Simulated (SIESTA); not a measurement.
The system is MgO.

```
Mg O
1.0
     0.00000    2.09700    2.09700
     2.09700    0.00000    2.09700
     2.09700    2.09700    0.00000
Mg O
1 1
Direct
  0.00000 0.00000 0.00000
  0.50000 0.50000 0.50000
```

The cell is a database's computed one.

Base run:

| Item | Value |
| --- | --- |
| Program | SIESTA 5.4.2 |
| Functional | vdW-DF-cx |
| Potentials or basis | PseudoDojo 0.4 standard (PBE files) |
| Basis | DZP (energy shift 0.003 Ry; two zetas on semicore shells) |
| Grid cutoff | 800 Ry |
| Energy shift | 0.003 Ry |
| k mesh | 11 × 11 × 11 |
| Occupations | fermi-dirac, width 0.05 eV |
| Spin | no spin polarisation |

Its results: band gap on the k mesh 4.85 eV, direct; pressure 8.3 GPa.

Task: The run is repeated on the same cell with these changes: functional from vdW-DF-cx to LDA; potentials or basis from PseudoDojo 0.4 standard (PBE files) to PseudoDojo 0.4 standard (LDA files). What comes out?

Result: Band gap on the k mesh 4.71 eV, direct; pressure -0.3 GPa.

Caveats: the basis of atomic orbitals isn't converged, which shifts pressures, moduli and gaps; the potentials were made for another functional, which shifts forces and pressure (some runs).

Not every run made on this cell is shown here.
